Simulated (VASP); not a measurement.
Write the native input for VASP 6.6.1 that does the following.

| Item | Value |
| --- | --- |
| Task | relaxation of cell and atoms |
| Functional | PBEsol |
| Potentials or basis | VASP PAW PBE potentials, release 64 (Si, C) |
| Cutoff | 600 eV |
| k mesh | 10 × 10 × 10 |
| Occupations | gaussian, width 0.03 eV |
| Spin | no spin polarisation |
| Further INCAR settings | ALGO = Normal; EDIFF = 1e-06; IBRION = 2; EDIFFG = -0.01; NSW = 90; ISIF = 3 |

The structure of SiC (Moissanite 3C) lies in POSCAR:

```
SiC
1.0
    0.0000000000      2.1790000000      2.1790000000
    2.1790000000      0.0000000000      2.1790000000
    2.1790000000      2.1790000000      0.0000000000
Si C
1 1
Direct
    0.0000000000      0.0000000000      0.0000000000
    0.2500000000      0.2500000000      0.2500000000
```

One way to write it, as run:

INCAR

```
ALGO     = Normal         # electronic algorithm
EDIFF    = 1E-6           # SCF threshold, eV
EDIFFG   = -0.01          # ionic threshold
ENCUT    = 600            # plane-wave cutoff, eV
GGA      = PS             # functional
IBRION   = 2              # ionic algorithm
ISIF     = 3              # what is computed and relaxed
ISMEAR   = 0              # smearing method
KPAR     = 8            
LASPH    = True           # aspherical terms in the spheres
LCHARG   = False          # write CHGCAR
LREAL    = False          # projectors in reciprocal space
LWAVE    = False          # write WAVECAR
NELM     = 80             # most SCF steps
NSW      = 90             # ionic steps
PREC     = Accurate       # precision mode
SIGMA    = 0.03           # smearing width, eV
```

KPOINTS

```
k-points
0
Gamma
  10 10 10
```

Potentials or basis: VASP PAW PBE potentials, release 64 (Si, C).

Run with:

```console
$ cat potpaw_PBE.64/Si/POTCAR potpaw_PBE.64/C/POTCAR > POTCAR
$ mpirun -np 8 vasp_std > vasp.out
```

It gave:

| Quantity | Value |
| --- | --- |
| Pressure after relaxing | 0.0 GPa |
| Band gap on the k mesh | 1.23 eV, indirect (least direct gap 4.44 eV) |

Caveat: the relaxation stopped at its first step, so nothing moved; the PAW data sets were made with another functional, which shifts forces and pressure a little.

Wall time 4.7 s on 8 MPI ranks on Intel(R) Xeon(R) Platinum 8488C (Sapphire Rapids) (shared host), peak memory 0.15 GiB a rank.
